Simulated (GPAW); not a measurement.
# SrO (Fm-3m) in GPAW: a series of runs

Aim: see how the results for SrO move with the level of theory and the settings. Levels: PBE, HSE06. Tasks: single point.

All numbers are computed with GPAW 26.7.0; they aren't measurements. Logs are shortened: lines on timing, memory, paths and dates and some standing lists are left out, and cuts for length are marked. The log counts tension as positive stress, the text compression.

**1. Starting point**

It takes space group Fm-3m (No. 225, cubic). The conventional cell has a = 5.133 Å, b = 5.133 Å, c = 5.133 Å, α = 90.00°, β = 90.00°, γ = 90.00°. Sr (site symmetry m-3m) is surrounded by 6 O at 2.57 Å. Around O (site symmetry m-3m) lie 6 Sr at 2.57 Å.

**2. Single point, PBE**

run.py reads:

```python
from ase import Atoms
from ase.dft.bandgap import bandgap
from ase.io import write
from ase.units import GPa
from gpaw import GPAW, PW

atoms = Atoms(['Sr', 'O'],
              cell=[[0.0, 2.5663, 2.5663],
                    [2.5663, 0.0, 2.5663],
                    [2.5663, 2.5663, 0.0]],
              scaled_positions=[[0.5, 0.5, 0.5],
                                [0.0, 0.0, 0.0]],
              pbc=True)

calc = GPAW(mode=PW(600),
            xc='PBE',
            kpts={'size': (7, 7, 7), 'gamma': True},
            occupations={'name': 'fermi-dirac', 'width': 0.05},
            nbands=16,
            maxiter=120,
            txt='gpaw.txt')
atoms.calc = calc
energy = atoms.get_potential_energy()
forces = atoms.get_forces()
stress = atoms.get_stress()
calc.write('gs.gpw')
write('result.traj', atoms)
print(f'Energy: {energy:.6f} eV')
print('Forces (eV/A):')
print(forces.round(4))
print('Stress (GPa):', (stress / GPa).round(3))
print('Fermi level:', round(calc.get_fermi_level(), 4), 'eV')
print(f'Gap: {bandgap(calc)[0]:.4f} eV, direct: {bandgap(calc, direct=True)[0]:.4f} eV')
```

Potentials or basis: GPAW PAW data sets (gpaw-data 1.2.1), pw.

Run with:

```
> OMP_NUM_THREADS=1 python run.py
```

gpaw.txt:

```text
__  _  _
 | _ |_)|_||  |
 |__||  | ||/\| - 26.7.0

Input parameters:
  mode=PW(ecut=600.0),
  kpts=MonkhorstPack(size=(7, 7, 7), gamma=True),
  maxiter=120,
  nbands=16,
  occupations=Occupations(name='fermi-dirac', width=0.05),
  xc=XC(name='PBE')

Diagonalizing LCAO Hamiltonian
Converting LCAO to pw mode

               Sr

       O

Atoms  # Å, Bohr magnetons
|   | symbol |        x |        y |        z |    initial magnetic moments |
|---|--------|----------|----------|----------|-----------------------------|
| 0 |     Sr | 2.566300 | 2.566300 | 2.566300 | ( 0.0000,  0.0000,  0.0000) |
| 1 |      O | 0.000000 | 0.000000 | 0.000000 | ( 0.0000,  0.0000,  0.0000) |

Unit cell  # Å
| periodic |        x |        y |        z |  lengths |    angles |
|----------|----------|----------|----------|----------|-----------|
|      yes | 0.000000 | 2.566300 | 2.566300 | 3.629296 | 60.000000 |
|      yes | 2.566300 | 0.000000 | 2.566300 | 3.629296 | 60.000000 |
|      yes | 2.566300 | 2.566300 | 0.000000 | 3.629296 | 60.000000 |

Number of symmetries: 48
Symmetry operations  # r_c * U_cc + t_c -> r_c
|    | kind |            matrix            |
|----|------|------------------------------|
|  0 |  σ   |  1, 0, 0,  1, 0,-1,  1,-1, 0 |
|  1 |  C2  |  1, 0, 0,  1,-1, 0,  1, 0,-1 |
|  2 |  E   |  1, 0, 0,  0, 1, 0,  0, 0, 1 |
|  3 |  σ   |  1, 0, 0,  0, 0, 1,  0, 1, 0 |
|  4 |  C4  |  1, 0,-1,  1, 0, 0,  1,-1, 0 |
|  5 |  S6  |  1, 0,-1,  1,-1, 0,  1, 0, 0 |
|  6 |  σ   |  1, 0,-1,  0, 1,-1,  0, 0,-1 |
|  7 |  C3  |  1, 0,-1,  0, 0,-1,  0, 1,-1 |
|  8 |  S6  |  1,-1, 0,  1, 0, 0,  1, 0,-1 |
|  9 |  C4  |  1,-1, 0,  1, 0,-1,  1, 0, 0 |
| 10 |  C3  |  1,-1, 0,  0,-1, 1,  0,-1, 0 |
| 11 |  σ   |  1,-1, 0,  0,-1, 0,  0,-1, 1 |
| 12 |  σ   |  0, 1, 0,  1, 0, 0,  0, 0, 1 |
| 13 |  C4  |  0, 1, 0,  0, 1,-1, -1, 1, 0 |
| 14 |  C3  |  0, 1, 0,  0, 0, 1,  1, 0, 0 |
| 15 |  S6  |  0, 1, 0, -1, 1, 0,  0, 1,-1 |
| 16 |  C2  |  0, 1,-1,  1, 0,-1,  0, 0,-1 |
| 17 |  σ   |  0, 1,-1,  0, 1, 0, -1, 1, 0 |
| 18 |  S4  |  0, 1,-1,  0, 0,-1,  1, 0,-1 |
| 19 |  C4  |  0, 1,-1, -1, 1, 0,  0, 1, 0 |
| 20 |  C3  |  0, 0, 1,  1, 0, 0,  0, 1, 0 |
| 21 |  σ   |  0, 0, 1,  0, 1, 0,  1, 0, 0 |
| 22 |  S6  |  0, 0, 1,  0,-1, 1, -1, 0, 1 |
| 23 |  C4  |  0, 0, 1, -1, 0, 1,  0,-1, 1 |
| 24 |  S4  |  0, 0,-1,  1, 0,-1,  0, 1,-1 |
| 25 |  C3  |  0, 0,-1,  0, 1,-1,  1, 0,-1 |
| 26 |  C2  |  0, 0,-1,  0,-1, 0, -1, 0, 0 |
| 27 |  S6  |  0, 0,-1, -1, 0, 0,  0,-1, 0 |
| 28 |  S4  |  0,-1, 1,  1,-1, 0,  0,-1, 0 |
| 29 |  C4  |  0,-1, 1,  0, 0, 1, -1, 0, 1 |
| 30 |  C2  |  0,-1, 1,  0,-1, 0,  1,-1, 0 |
| 31 |  σ   |  0,-1, 1, -1, 0, 1,  0, 0, 1 |
| 32 |  C3  |  0,-1, 0,  1,-1, 0,  0,-1, 1 |
| 33 |  S6  |  0,-1, 0,  0, 0,-1, -1, 0, 0 |
| 34 |  S4  |  0,-1, 0,  0,-1, 1,  1,-1, 0 |
| 35 |  C2  |  0,-1, 0, -1, 0, 0,  0, 0,-1 |
| 36 |  C2  | -1, 1, 0,  0, 1, 0,  0, 1,-1 |
| 37 |  S6  | -1, 1, 0,  0, 1,-1,  0, 1, 0 |
| 38 |  S4  | -1, 1, 0, -1, 0, 1, -1, 0, 0 |
| 39 |  C3  | -1, 1, 0, -1, 0, 0, -1, 0, 1 |
| 40 |  S6  | -1, 0, 1,  0, 0, 1,  0,-1, 1 |
| 41 |  C2  | -1, 0, 1,  0,-1, 1,  0, 0, 1 |
| 42 |  C3  | -1, 0, 1, -1, 1, 0, -1, 0, 0 |
| 43 |  S4  | -1, 0, 1, -1, 0, 0, -1, 1, 0 |
| 44 |  C2  | -1, 0, 0,  0, 0,-1,  0,-1, 0 |
| 45 |  i   | -1, 0, 0,  0,-1, 0,  0, 0,-1 |
| 46 |  σ   | -1, 0, 0, -1, 1, 0, -1, 0, 1 |
| 47 |  C2  | -1, 0, 0, -1, 0, 1, -1, 1, 0 |

BZ-sampling:
  Number of BZ points: 343
  Number of IBZ points: 20

  Monkhorst-Pack size: [7, 7, 7]
  Monkhorst-Pack shift: [0, 0, 0]

K-points  # in reciprocal-cell coordinates
|     |                                coordinates |     weight |
|-----|--------------------------------------------|------------|
|   0 | (  0.00000000,   0.00000000,   0.00000000) | 0.00291545 |
|   1 | (  0.14285714,   0.14285714,   0.00000000) | 0.01749271 |
|   2 | (  0.14285714,   0.14285714,   0.14285714) | 0.02332362 |
|   3 | (  0.28571429,   0.14285714,   0.14285714) | 0.03498542 |
|   4 | (  0.28571429,   0.28571429,   0.00000000) | 0.01749271 |
|   5 | (  0.28571429,   0.28571429,   0.14285714) | 0.06997085 |
|   6 | (  0.28571429,   0.28571429,   0.28571429) | 0.02332362 |
|   7 | (  0.42857143,  -0.28571429,  -0.28571429) | 0.03498542 |
|   8 | (  0.42857143,   0.28571429,  -0.42857143) | 0.13994169 |
|   9 | (  0.42857143,   0.28571429,  -0.28571429) | 0.06997085 |
| ... |                                            |            |
|  19 | (  0.42857143,   0.42857143,   0.42857143) | 0.02332362 |

Plane wave coefficients: 1143
Cutoff: 600.0 eV

Spin-components: 1 (collinear spins)
Bands:           16
Projectors:      10
Spin-degeneracy: 2
Datatype:        complex128

Parallelization:
  kpt:    1
  domain: 1
  band:   1

Density:
  Valence electrons: 16.0
  Components: 1
  Grid points: [21 21 21]
  Charge: 0.0  # |e|

Potential:
  Grid points: [21 21 21]

species:
  Sr:
    name:    Strontium
    Z:       38.0
    valence: 10
    core:    28
    charge:  0.0  # [|e|]
    compensation charges:
      type: gauss
      rc: 0.40  # [Å]
      lmax: 2
    cutoffs:
      filter: 2.39  # [Å]
      core: 1.85  # [Å]
    projectors
    | kind |    occ | energy [eV] | rcut [Å] |
    |------|--------|-------------|----------|
    |   4s |  2.000 |     -40.883 |    1.291 |
    |   5s |  2.000 |      -3.525 |    1.291 |
    |   4p |  6.000 |     -22.826 |    1.291 |
    |    p |        |       4.386 |    1.291 |
    |    d |        |       0.000 |    1.254 |

    Using partial waves for Sr as LCAO basis

  O:
    name:    Oxygen
    Z:       8.0
    valence: 6
    core:    2
    charge:  0.0  # [|e|]
    compensation charges:
      type: gauss
      rc: 0.21  # [Å]
      lmax: 2
    cutoffs:
      filter: 1.17  # [Å]
      core: 0.83  # [Å]
    projectors
    | kind |    occ | energy [eV] | rcut [Å] |
    |------|--------|-------------|----------|
    |   2s |  2.000 |     -23.961 |    0.688 |
    |   2p |  4.000 |      -9.029 |    0.598 |
    |    s |        |       3.251 |    0.688 |
    |    p |        |      18.182 |    0.598 |
    |    d |        |       0.000 |    0.619 |

    Using partial waves for O as LCAO basis

Reference energy: -88537.622309  # eV

eigensolver:
  PPCG
  Converge bands: occupied
  niter=2

density mixing:
  MSR1-Mixer
  Pratt-step length: 0.05
  Maximum mixing coefficient: 0.75
  Old densities: 10
  SVD Regularization: 0.005
  Good broyden scale: 1.0
  Trust region scale: 1.0
  Backstep threshold: 4.0
  History deletion threshold: 6.0
  Fourier metric: weight=20.0, sigma=0.015

occupation numbers:
  Fermi-Dirac:
    width: 0.0500  # eV

poisson solver:
  ecut: 4800.0  # eV

xc functional:
  name: PBE with 2 nearest neighbor stencil

convergence criteria:
- Maximum [total energy] change in last 3 cyles: 0.0005 eV / valence electron
- Maximum integral of absolute [dens]ity change: 0.0001 electrons / valence electron
- Maximum integral of absolute [eigenst]ate change: 4e-08 eV^2 / valence electron
maximum number of iterations: 120

SCF iterations
|iter     | |      energy | eigst |  dens |
|---------|-|-------------|-------|-------|
|iter:   1| |  -13.751633 | +0.27 |       |
|iter:   2| |  -13.259707 | -2.02 | -0.92 |
|iter:   3| |  -12.202425 | -1.27 | -0.98 |
|iter:   4| |  -12.197547 | -2.79 | -1.44 |
|iter:   5| |  -12.208782 | -3.18 | -1.65 |
|iter:   6| |  -12.208591 | -4.80 | -2.65 |
|iter:   7| |  -12.208664c| -5.46 | -3.04 |
|iter:   8| |  -12.208670c| -6.66 | -3.58 |
|iter:   9| |  -12.208670c| -7.50c| -4.62c|

Converged in 9 steps
Energy contributions relative to reference atoms: (reference = -88537.622309)

Energy contributions:
  Kinetic:          16.016845
  Coulomb:         -12.997529
  Zero:             -0.186138
  External:          0.000000
  Xc:              -15.041848
  Entropy:          -0.000000
  Spinorbit:         0.000000
  ----------------------------
  Free energy:     -12.208670
  Extrapolated:    -12.208670

dipole moment: (-14.424268, -14.424268, -14.424268)  # |e|*Ang

Fermi level: 6.177
Eigenvalues  # (at kpt = [0.000, 0.000, 0.000])
| band index |      eig [eV] | occ [0-2] |
|------------|---------------|-----------|
|          0 |       -27.101 |     2.000 |
|          1 |        -9.892 |     2.000 |
|          2 |        -8.756 |     2.000 |
|          3 |        -8.756 |     2.000 |
|          4 |        -8.756 |     2.000 |
|          5 |         5.153 |     2.000 |
[... 8 lines left out ...]
|         14 |        17.651 |     0.000 |
|         15 |        28.474 |     0.000 |

Gap: 3.454 eV
Transition (v -> c):
  (s=0, k=0, n=7, [0.00, 0.00, 0.00]) -> (s=0, k=16, n=8, [0.43, 0.43, 0.00])
Direct/indirect transitions are different
Direct gap: 3.539 eV
Transition at: (s=0, k=16, n=7, [0.43, 0.43, 0.00])

Forces  # eV/Ang
|       x |        y |        z |
|---------|----------|----------|
| 0.00000 |  0.00000 |  0.00000 |  # Sr   0
| 0.00000 | -0.00000 | -0.00000 |  # O    1

Stress tensor  # eV/Ang^3
|         x |         y |         z |
|-----------|-----------|-----------|
| -0.007327 |  0.000000 |  0.000000 |
|  0.000000 | -0.007327 | -0.000000 |
|  0.000000 | -0.000000 | -0.007327 |

# Writing to gs.gpw (mode='')
```

Run time: 5.6 s. Hardware: 1 thread of Intel Xeon 6975P-C (Granite Rapids), shared host; peak memory 0.14 GiB.

What came out:

- Free energy: -12.2087 eV
- Pressure: 1.2 GPa
- Band gap on the k mesh: 3.45 eV, indirect (least direct gap 3.54 eV)

Caveat: the cutoff is short for stress and forces, so pressures can be off by a GPa or more; an odd mesh through Γ misses points on the zone boundary, where band edges often lie.

**3. Single point, HSE06**

run.py reads:

```python
from ase import Atoms
from ase.dft.bandgap import bandgap
from ase.io import write
from ase.parallel import parprint
from gpaw import GPAW, PW

atoms = Atoms(['Sr', 'O'],
              cell=[[0.0, 2.5663, 2.5663],
                    [2.5663, 0.0, 2.5663],
                    [2.5663, 2.5663, 0.0]],
              scaled_positions=[[0.5, 0.5, 0.5],
                                [0.0, 0.0, 0.0]],
              pbc=True)

calc = GPAW(mode=PW(600),
            xc='HSE06',
            kpts={'size': (6, 6, 6), 'gamma': True},
            occupations={'name': 'fermi-dirac', 'width': 0.05},
            nbands=13,
            convergence={'density': 1e-05, 'energy': 1e-05},
            maxiter=60,
            txt='gpaw.txt')
atoms.calc = calc
energy = atoms.get_potential_energy()
forces = atoms.get_forces()
calc.write('gs.gpw')
write('result.traj', atoms)
parprint(f'Energy: {energy:.6f} eV')
parprint('Forces (eV/A):')
parprint(forces.round(4))
parprint('Fermi level:', round(calc.get_fermi_level(), 4), 'eV')
parprint(f'Gap: {bandgap(calc)[0]:.4f} eV, direct: {bandgap(calc, direct=True)[0]:.4f} eV')
```

Potentials or basis: GPAW PAW data sets (gpaw-data 1.2.1), pw.

Run with:

```
> OMP_NUM_THREADS=1 mpirun -n 8 gpaw python run.py
```

gpaw.txt:

```text
__  _  _
 | _ |_)|_||  |
 |__||  | ||/\| - 26.7.0

Input parameters:
  mode=PW(ecut=600.0),
  convergence={'density': 1e-05, 'energy': 1e-05},
  kpts=MonkhorstPack(size=(6, 6, 6), gamma=True),
  maxiter=60,
  nbands=13,
  occupations=Occupations(name='fermi-dirac', width=0.05),
  xc=XC(name='HSE06')

Diagonalizing LCAO Hamiltonian
Converting LCAO to pw mode

               Sr

       O

Atoms  # Å, Bohr magnetons
|   | symbol |        x |        y |        z |    initial magnetic moments |
|---|--------|----------|----------|----------|-----------------------------|
| 0 |     Sr | 2.566300 | 2.566300 | 2.566300 | ( 0.0000,  0.0000,  0.0000) |
| 1 |      O | 0.000000 | 0.000000 | 0.000000 | ( 0.0000,  0.0000,  0.0000) |

Unit cell  # Å
| periodic |        x |        y |        z |  lengths |    angles |
|----------|----------|----------|----------|----------|-----------|
|      yes | 0.000000 | 2.566300 | 2.566300 | 3.629296 | 60.000000 |
|      yes | 2.566300 | 0.000000 | 2.566300 | 3.629296 | 60.000000 |
|      yes | 2.566300 | 2.566300 | 0.000000 | 3.629296 | 60.000000 |

Number of symmetries: 48
Symmetry operations  # r_c * U_cc + t_c -> r_c
|    | kind |            matrix            |
|----|------|------------------------------|
|  0 |  σ   |  1, 0, 0,  1, 0,-1,  1,-1, 0 |
|  1 |  C2  |  1, 0, 0,  1,-1, 0,  1, 0,-1 |
|  2 |  E   |  1, 0, 0,  0, 1, 0,  0, 0, 1 |
|  3 |  σ   |  1, 0, 0,  0, 0, 1,  0, 1, 0 |
|  4 |  C4  |  1, 0,-1,  1, 0, 0,  1,-1, 0 |
|  5 |  S6  |  1, 0,-1,  1,-1, 0,  1, 0, 0 |
|  6 |  σ   |  1, 0,-1,  0, 1,-1,  0, 0,-1 |
|  7 |  C3  |  1, 0,-1,  0, 0,-1,  0, 1,-1 |
|  8 |  S6  |  1,-1, 0,  1, 0, 0,  1, 0,-1 |
|  9 |  C4  |  1,-1, 0,  1, 0,-1,  1, 0, 0 |
| 10 |  C3  |  1,-1, 0,  0,-1, 1,  0,-1, 0 |
| 11 |  σ   |  1,-1, 0,  0,-1, 0,  0,-1, 1 |
| 12 |  σ   |  0, 1, 0,  1, 0, 0,  0, 0, 1 |
| 13 |  C4  |  0, 1, 0,  0, 1,-1, -1, 1, 0 |
| 14 |  C3  |  0, 1, 0,  0, 0, 1,  1, 0, 0 |
| 15 |  S6  |  0, 1, 0, -1, 1, 0,  0, 1,-1 |
| 16 |  C2  |  0, 1,-1,  1, 0,-1,  0, 0,-1 |
| 17 |  σ   |  0, 1,-1,  0, 1, 0, -1, 1, 0 |
| 18 |  S4  |  0, 1,-1,  0, 0,-1,  1, 0,-1 |
| 19 |  C4  |  0, 1,-1, -1, 1, 0,  0, 1, 0 |
| 20 |  C3  |  0, 0, 1,  1, 0, 0,  0, 1, 0 |
| 21 |  σ   |  0, 0, 1,  0, 1, 0,  1, 0, 0 |
| 22 |  S6  |  0, 0, 1,  0,-1, 1, -1, 0, 1 |
| 23 |  C4  |  0, 0, 1, -1, 0, 1,  0,-1, 1 |
| 24 |  S4  |  0, 0,-1,  1, 0,-1,  0, 1,-1 |
| 25 |  C3  |  0, 0,-1,  0, 1,-1,  1, 0,-1 |
| 26 |  C2  |  0, 0,-1,  0,-1, 0, -1, 0, 0 |
| 27 |  S6  |  0, 0,-1, -1, 0, 0,  0,-1, 0 |
[... 120 lines left out ...]
  Converge bands: occupied
  niter=2

density mixing:
  MSR1-Mixer
  Pratt-step length: 0.05
  Maximum mixing coefficient: 0.75
  Old densities: 10
  SVD Regularization: 0.005
  Good broyden scale: 1.0
  Trust region scale: 1.0
  Backstep threshold: 4.0
  History deletion threshold: 6.0
  Fourier metric: weight=20.0, sigma=0.015

occupation numbers:
  Fermi-Dirac:
    width: 0.0500  # eV

poisson solver:
  ecut: 4800.0  # eV

xc functional:
  name: HYB_GGA_XC_HSE06 with 2 nearest neighbor stencil

convergence criteria:
- Maximum integral of absolute [dens]ity change: 1e-05 electrons / valence electron
- Maximum [total energy] change in last 3 cyles: 1e-05 eV / valence electron
- Maximum integral of absolute [eigenst]ate change: 4e-08 eV^2 / valence electron
maximum number of iterations: 60

IBZ(<points: 16, symmetries: 48>)
Occupied bands: 8
SCF iterations
|iter     | |      energy | eigst |  dens |
|---------|-|-------------|-------|-------|
|iter:   1| | -772.906444 | -0.10 |       |
|iter:   2| |  -27.466355 | -0.53 | -0.71 |
|iter:   3| |  -26.842794 | -1.20 | -0.91 |
|iter:   4| |  -26.599919 | -1.23 | -1.10 |
|iter:   5| |  -26.721114 | -2.19 | -1.35 |
|iter:   6| |  -26.674911 | -1.67 | -1.41 |
|iter:   7| |  -26.673682 | -3.09 | -1.63 |
|iter:   8| |  -26.644167 | -2.44 | -1.87 |
|iter:   9| |  -26.652025 | -3.53 | -2.45 |
|iter:  10| |  -26.648054 | -3.60 | -2.27 |
|iter:  11| |  -26.648618 | -5.61 | -2.64 |
|iter:  12| |  -26.649151 | -4.35 | -2.66 |
|iter:  13| |  -26.648099 | -3.59 | -2.59 |
|iter:  14| |  -26.648178 | -5.33 | -3.04 |
|iter:  15| |  -26.648177c| -5.44 | -3.57 |
|iter:  16| |  -26.648179c| -7.81c| -4.00 |
|iter:  17| |  -26.648178c| -6.79 | -4.10 |
|iter:  18| |  -26.648179c| -8.05c| -5.10c|

Converged in 18 steps
Energy contributions relative to reference atoms: (reference = -88537.622309)

Energy contributions:
  Kinetic:          11.289132
  Coulomb:          -8.154888
  Zero:             -0.250438
  External:          0.000000
  Xc:              725.051399
  Entropy:          -0.000000
  Spinorbit:         0.000000
  Hybrid_Xc_Cc:      -699.083467
  Hybrid_Xc_Vc:       -12.553099
  Hybrid_Xc_Vv:       -42.946818
  ----------------------------
  Free energy:     -26.648179
  Extrapolated:    -26.648179

dipole moment: (-14.430380, -14.430380, -14.430380)  # |e|*Ang

Fermi level: 5.829
Eigenvalues  # (at kpt = [0.000, 0.000, 0.000])
| band index |      eig [eV] | occ [0-2] |
|------------|---------------|-----------|
|          0 |       -30.057 |     2.000 |
|          1 |       -12.393 |     2.000 |
|          2 |       -10.416 |     2.000 |
|          3 |       -10.416 |     2.000 |
|          4 |       -10.416 |     2.000 |
|          5 |         4.094 |     2.000 |
|          6 |         4.094 |     2.000 |
|          7 |         4.094 |     2.000 |
|          8 |         9.572 |     0.000 |
|          9 |        12.037 |     0.000 |
|         10 |        12.037 |     0.000 |
|         11 |        12.037 |     0.000 |
|         12 |        14.311 |     0.000 |

Gap: 4.813 eV
Transition (v -> c):
  (s=0, k=0, n=7, [0.00, 0.00, 0.00]) -> (s=0, k=12, n=8, [0.50, 0.50, 0.00])
Direct/indirect transitions are different
Direct gap: 4.898 eV
Transition at: (s=0, k=12, n=7, [0.50, 0.50, 0.00])

Forces  # eV/Ang
|        x |       y |       z |
|----------|---------|---------|
| -0.00000 | 0.00000 | 0.00000 |  # Sr   0
| -0.00000 | 0.00000 | 0.00000 |  # O    1

# Writing to gs.gpw (mode='')
```

Wall time 26 min (8 MPI ranks of Arm Neoverse V2, shared host); peak memory 0.23 GiB.

What came out:

- Free energy: -26.6482 eV
- Band gap on the k mesh: 4.81 eV, indirect (least direct gap 4.90 eV)

Caveat: the PAW data sets were made with another functional, which shifts forces and pressure a little.
